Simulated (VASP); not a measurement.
# PtSe2 (P-3m1) in VASP: band structure with LDA

Aim: the band structure of PtSe2 with LDA.

Program: VASP 6.6.1. These are calculated values, not measurements. Logs are shortened: lines on timing, memory, paths and dates and some standing lists are left out, and cuts for length are marked.

**1. The crystal as given**

It takes space group P-3m1 (No. 164, trigonal). Conventional cell: a = 3.737 Å, b = 3.737 Å, c = 4.804 Å, α = 90.00°, β = 90.00°, γ = 120.00°. Pt (site symmetry -3m) is surrounded by 6 Se at 2.50 Å. Se (site symmetry 3m) has 3 Pt at 2.50 Å as nearest neighbours.

The cell is a database's computed one.

**2. Band structure, LDA**

POSCAR

```
PtSe2                                   
1.0
    3.7372291426      0.0000000000     -0.0000000000
   -1.8686145662      3.2365353788      0.0000000000
   -0.0000000000      0.0000000000      4.8039651273
  Pt              Se            
     1     2
Direct
     0.0000000000000000    0.0000000000000000    0.0000000000000000
     0.6666666699999979    0.3333333300000021    0.7372253113743609
     0.3333333300000021    0.6666666699999979    0.2627746886256390
```

INCAR.step1

```
SYSTEM = PtSe2
ALGO = Normal
EDIFF = 1E-6
ENCUT = 300
ISIF = 2
ISMEAR = 0
LASPH = .TRUE.
LCHARG = .TRUE.
LMAXMIX = 4
LREAL = .FALSE.
LWAVE = .FALSE.
NELM = 100
PREC = Accurate
SIGMA = 0.02
```

KPOINTS.step1

```
k-points
0
G
  4 4 2
  0 0 0
```

INCAR.step2

```
SYSTEM = PtSe2
ALGO = Normal
EDIFF = 1E-6
ENCUT = 300
ICHARG = 11
ISIF = 2
ISMEAR = 0
LASPH = .TRUE.
LCHARG = .FALSE.
LMAXMIX = 4
LREAL = .FALSE.
LWAVE = .FALSE.
NELM = 100
PREC = Accurate
SIGMA = 0.05
```

KPOINTS.step2

```
path GMKGALHA,LM,KH
10
line-mode
reciprocal
 0.0000000000  0.0000000000  0.0000000000  G
 0.5000000000  0.0000000000  0.0000000000  M

 0.5000000000  0.0000000000  0.0000000000  M
 0.3333333333  0.3333333333  0.0000000000  K

 0.3333333333  0.3333333333  0.0000000000  K
 0.0000000000  0.0000000000  0.0000000000  G

 0.0000000000  0.0000000000  0.0000000000  G
 0.0000000000  0.0000000000  0.5000000000  A

 0.0000000000  0.0000000000  0.5000000000  A
 0.5000000000  0.0000000000  0.5000000000  L

 0.5000000000  0.0000000000  0.5000000000  L
 0.3333333333  0.3333333333  0.5000000000  H

 0.3333333333  0.3333333333  0.5000000000  H
 0.0000000000  0.0000000000  0.5000000000  A

 0.5000000000  0.0000000000  0.5000000000  L
 0.5000000000  0.0000000000  0.0000000000  M

 0.3333333333  0.3333333333  0.0000000000  K
 0.3333333333  0.3333333333  0.5000000000  H
```

Potentials or basis: VASP PAW LDA potentials, release 64 (Pt, Se).

The run is started by

```bash
$ cat potpaw_LDA.64/Pt/POTCAR potpaw_LDA.64/Se/POTCAR > POTCAR
$ cp INCAR.step1 INCAR
$ cp KPOINTS.step1 KPOINTS
$ mpirun -np 1 vasp_std > vasp.out
$ cp INCAR.step2 INCAR
$ cp KPOINTS.step2 KPOINTS
$ mpirun -np 1 vasp_std > vasp.out
```

OUTCAR:

```text
SYSTEM = PtSe2
   EDIFF = 1E-6
   ENCUT = 300
   ICHARG = 11
   ISIF = 2
   ISMEAR = 0
   LASPH = .TRUE.
   LREAL = .FALSE.
   NELM = 100
   PREC = Accurate

 ion  position               nearest neighbor table
   1  0.000  0.000  0.000-   2 2.50   3 2.50   3 2.50   2 2.50   2 2.50   3 2.50
   2  0.667  0.333  0.737-   1 2.50   1 2.50   1 2.50
   3  0.333  0.667  0.263-   1 2.50   1 2.50   1 2.50

  LATTYP: Found a hexagonal cell.
 ALAT       =     3.7372291426
 C/A-ratio  =     1.2854349958

  Lattice vectors:

 A1 = (   3.7372291426,   0.0000000000,   0.0000000000)
 A2 = (  -1.8686145662,   3.2365353788,   0.0000000000)
 A3 = (   0.0000000000,   0.0000000000,   4.8039651273)

Analysis of symmetry for initial positions (statically):
=====================================================================
 Subroutine PRICEL returns:
 Original cell was already a primitive cell.

 Routine SETGRP: Setting up the symmetry group for a
 hexagonal supercell.

 Subroutine GETGRP returns: Found 12 space group operations
 (whereof 12 operations were pure point group operations)
 out of a pool of 24 trial point group operations.

The static configuration has the point symmetry D_3d.

Analysis of symmetry for dynamics (positions and initial velocities):
=====================================================================
 Subroutine PRICEL returns:
 Original cell was already a primitive cell.

 Routine SETGRP: Setting up the symmetry group for a
 hexagonal supercell.

 Subroutine GETGRP returns: Found 12 space group operations
 (whereof 12 operations were pure point group operations)
 out of a pool of 24 trial point group operations.

The dynamic configuration has the point symmetry D_3d.

 Subroutine INISYM returns: Found 12 space group operations
 (whereof 12 operations are pure point group operations),
 and found     1 'primitive' translations

----------------------------------------------------------------------------------------

                                     Primitive cell

  volume of cell :      58.1072

  direct lattice vectors                    reciprocal lattice vectors
     3.737229143  0.000000000  0.000000000     0.267577920  0.154486184  0.000000000
    -1.868614566  3.236535379  0.000000000     0.000000000  0.308972368  0.000000000
     0.000000000  0.000000000  4.803965127     0.000000000  0.000000000  0.208161378

  length of vectors
     3.737229143  3.737229141  4.803965127     0.308972368  0.308972368  0.208161378
[... 88 lines left out ...]
   NUPDOWN=      -1.0000    fix difference up-down
   EMIN   =  10.00;   EMAX   =-10.00  energy-range for DOS
   EFERMI =   0.00;   METHOD = LEGACY
   ISMEAR =     0;   SIGMA  =   0.05  broadening in eV -4-tet -1-fermi 0-gaus
   EFERMI_NEDOS =   21; number of points for ismear=-14 and -15
   IALGO  =     38    algorithm
   IMIX   =      4    mixing-type and parameters
     AMIX     =   0.40;   BMIX     =  1.00
     AMIX_MAG =   1.60;   BMIX_MAG =  1.00
  volume/ion in A,a.u.               =      19.37       130.71
  Fermi-wavevector in a.u.,A,eV,Ry     =   1.184329  2.238058 19.084015  1.402636
  Thomas-Fermi vector in A             =   2.320546
   LORBIT       =      0    0 simple, 1 ext, 2 COOP (PROOUT), +10 PAW based schemes
   GGA     = CA    functional components
   LHFCALC =     F    Hartree Fock is set to
   AEXX    =    0.0000 exact exchange contribution
   IVDW    =     0    specifies the selected vdW correction
   LEPSILON=     F    determine dielectric tensor
   LRPA    =     F    only Hartree local field effects (RPA)
 non-spin polarized calculation
 Gauss-broadening in eV      SIGMA  =   0.05
  energy-cutoff  :      300.00
  volume of cell :       58.11
 maximum number of plane-waves:       709
 NGX is ok and might be reduce to    24

 number of electron      21.9999996 magnetization

 Free energy of the ion-electron system (eV)
  ---------------------------------------------------
  ext. energy  EPLUGINS =         0.00000000
  ---------------------------------------------------
  free energy    TOTEN  =       -16.84599603 eV

  energy without entropy =      -16.84345221  energy(sigma->0) =      -16.84472412

 E-fermi :   7.0158     XC(G=0): -11.1703

 val. band max:        6.9905423315   @ k =   0.0741   0.0741   0.0000
 cond. band min:       7.0436625325   @ k =   0.0000   0.0000   0.1667
 fundamental gap:      0.0531202010
 Fermi energy:         7.0157736558

 k-point     1 :       0.0000    0.0000    0.0000
  band No.  band energies     occupation
      1      -8.8794      2.00000
      2      -5.6550      2.00000
      3      -0.3245      2.00000
      4       0.5421      2.00000
      5       0.5421      2.00000
      6       3.0790      2.00000
      7       3.0790      2.00000
      8       4.4953      2.00000
      9       5.9860      2.00000
     10       5.9860      2.00000
     11       7.8072      0.00000
     12       8.1786      0.00000
     13       8.1787      0.00000
     14      10.2176      0.00000
[... 401 lines left out ...]
      2      -6.3533      2.00000
      3       0.5857      2.00000
      4       0.9345      2.00000
      5       1.2449      2.00000
      6       1.6842      2.00000
      7       2.2482      2.00000
      8       3.6135      2.00000
      9       3.9812      2.00000
     10       4.3654      2.00000
     11       6.3965      2.00000
     12       7.3430      0.00000
     13       8.2523      0.00000
     14      11.4443      0.00000
     15      14.1780      0.00000

 [... further k-points ...]

------------------------ aborting loop because EDIFF is reached ----------------------------------------

  FORCE on cell =-STRESS in cart. coord.  units (eV):
  Direction    XX          YY          ZZ          XY          YZ          ZX
  --------------------------------------------------------------------------------------
  -------------------------------------------------------------------------------------
  Total        0.7481613      0.7481613     -0.0860913      0.0000000      0.0000000     -0.0000000
  in kB       20.6288926     20.6288926     -2.3737780      0.0000000      0.0000000     -0.0000000
  external PRESSURE =      12.9613357 kB  Pullay stress =       0.0000000 kB

 VOLUME and BASIS-vectors are now :
 -----------------------------------------------------------------------------
  energy-cutoff  :      300.00
  volume of cell :       58.11
      direct lattice vectors                 reciprocal lattice vectors
     3.737229143  0.000000000  0.000000000     0.267577920  0.154486184  0.000000000
    -1.868614566  3.236535379  0.000000000     0.000000000  0.308972368  0.000000000
     0.000000000  0.000000000  4.803965127     0.000000000  0.000000000  0.208161378

 POSITION                                       TOTAL-FORCE (eV/Angst)
 -----------------------------------------------------------------------------------
      0.00000      0.00000      0.00000         0.000000      0.000000      0.000000
      1.86861      1.07885      3.54160         0.000000      0.000000      0.322952
     -0.00000      2.15769      1.26236        -0.000000     -0.000000     -0.322952
 -----------------------------------------------------------------------------------
    total drift:                                0.000000      0.000000      0.000000

  FREE ENERGIE OF THE ION-ELECTRON SYSTEM (eV)
  ---------------------------------------------------
  free  energy   TOTEN  =       -16.8459960320 eV

  energy  without entropy=      -16.8434522079  energy(sigma->0) =      -16.84472412
```

OUTCAR.step1:

```text
SYSTEM = PtSe2
   EDIFF = 1E-6
   ENCUT = 300
   ISIF = 2
   ISMEAR = 0
[... 353 lines left out ...]
      0.00000      0.00000      0.00000         0.000000      0.000000      0.000000
      1.86861      1.07885      3.54160        -0.000000      0.000000     -0.000557
     -0.00000      2.15769      1.26236         0.000000     -0.000000      0.000557
 -----------------------------------------------------------------------------------
    total drift:                                0.000000      0.000000      0.000000

  FREE ENERGIE OF THE ION-ELECTRON SYSTEM (eV)
  ---------------------------------------------------
  free  energy   TOTEN  =       -17.1656023929 eV

  energy  without entropy=      -17.1642773582  energy(sigma->0) =      -17.16493988
```

OSZICAR.step1:

```text
N       E                     dE             d eps       ncg     rms          rms(c)
DAV:   1     0.660403404426E+02    0.66040E+02   -0.75726E+03   264   0.811E+02
DAV:   2    -0.155697353691E+02   -0.81610E+02   -0.79440E+02   310   0.187E+02
DAV:   3    -0.179255556626E+02   -0.23558E+01   -0.23498E+01   303   0.335E+01
DAV:   4    -0.179387629757E+02   -0.13207E-01   -0.13207E-01   282   0.274E+00
DAV:   5    -0.179389171990E+02   -0.15422E-03   -0.15422E-03   317   0.278E-01    0.134E+01
DAV:   6    -0.173861531108E+02    0.55276E+00   -0.43830E+00   247   0.200E+01    0.778E+00
DAV:   7    -0.171964055670E+02    0.18975E+00   -0.84980E-01   240   0.934E+00    0.408E+00
DAV:   8    -0.171699563042E+02    0.26449E-01   -0.67986E-02   247   0.181E+00    0.740E-01
DAV:   9    -0.171656410333E+02    0.43153E-02   -0.10314E-02   240   0.101E+00    0.197E-01
DAV:  10    -0.171655987286E+02    0.42305E-04   -0.15572E-03   275   0.254E-01    0.382E-02
DAV:  11    -0.171656037718E+02   -0.50431E-05   -0.41430E-05   282   0.462E-02    0.263E-02
DAV:  12    -0.171656026916E+02    0.10801E-05   -0.28688E-06   242   0.138E-02    0.663E-03
DAV:  13    -0.171656023929E+02    0.29869E-06   -0.11074E-06   162   0.741E-03
   1 F= -.17165602E+02 E0= -.17164940E+02  d E =-.132503E-02
```

It took 17 s on 1 thread of Intel Xeon Platinum 8259CL at 2.50GHz (Skylake/Cascade Lake), shared host; peak memory 0.15 GiB.

What came out:

* Band gap along the path: none (metal or under the smearing width)

Levels at the corners of the path, in eV from the Fermi level:
| point | band 7 | band 8 | band 9 | band 10 | band 11 | band 12 | band 13 | band 14 | band 15 |
| --- | --- | --- | --- | --- | --- | --- | --- | --- | --- |
| Γ | -4.13 | -2.72 | -1.23 | -1.23 | 0.59 | 0.97 | 0.97 | 3.01 | 3.98 |
| M | -4.06 | -3.99 | -3.62 | -3.57 | -3.17 | 0.33 | 2.38 | 4.84 | 5.84 |
| M | -4.06 | -3.99 | -3.62 | -3.57 | -3.17 | 0.33 | 2.38 | 4.84 | 5.84 |
| K | -4.90 | -3.94 | -2.56 | -1.94 | -1.94 | -0.23 | -0.23 | 3.73 | 7.31 |
| K | -4.90 | -3.94 | -2.56 | -1.94 | -1.94 | -0.23 | -0.23 | 3.73 | 7.31 |
| Γ | -4.13 | -2.72 | -1.23 | -1.23 | 0.59 | 0.97 | 0.97 | 3.01 | 3.98 |
| Γ | -4.13 | -2.72 | -1.23 | -1.23 | 0.59 | 0.97 | 0.97 | 3.01 | 3.98 |
| A | -4.19 | -3.21 | -1.91 | -1.91 | -1.87 | 2.22 | 2.22 | 4.71 | 6.37 |
| A | -4.19 | -3.21 | -1.91 | -1.91 | -1.87 | 2.22 | 2.22 | 4.71 | 6.37 |
| L | -3.68 | -3.65 | -3.36 | -2.90 | -1.34 | 0.48 | 1.33 | 4.55 | 4.78 |
| L | -3.68 | -3.65 | -3.36 | -2.90 | -1.34 | 0.48 | 1.33 | 4.55 | 4.78 |
| H | -4.63 | -4.63 | -3.77 | -2.73 | -2.73 | 2.17 | 2.17 | 6.52 | 7.38 |
| H | -4.63 | -4.63 | -3.77 | -2.73 | -2.73 | 2.17 | 2.17 | 6.52 | 7.32 |
| A | -4.19 | -3.21 | -1.91 | -1.91 | -1.87 | 2.22 | 2.22 | 4.71 | 6.37 |
| L | -3.68 | -3.65 | -3.36 | -2.90 | -1.34 | 0.48 | 1.33 | 4.55 | 4.78 |
| M | -4.06 | -3.99 | -3.62 | -3.57 | -3.17 | 0.33 | 2.38 | 4.84 | 5.84 |
| K | -4.90 | -3.94 | -2.56 | -1.94 | -1.94 | -0.23 | -0.23 | 3.73 | 7.31 |
| H | -4.63 | -4.63 | -3.77 | -2.73 | -2.73 | 2.17 | 2.17 | 6.52 | 7.34 |

Caveat: the k mesh is coarse (spacing up to 0.65 Å⁻¹), so the values aren't converged; the log is that of the step along the path at fixed density, whose energy, stress, charges and moments have no meaning; spin-orbit coupling is left out, which moves the levels of the heavy elements.
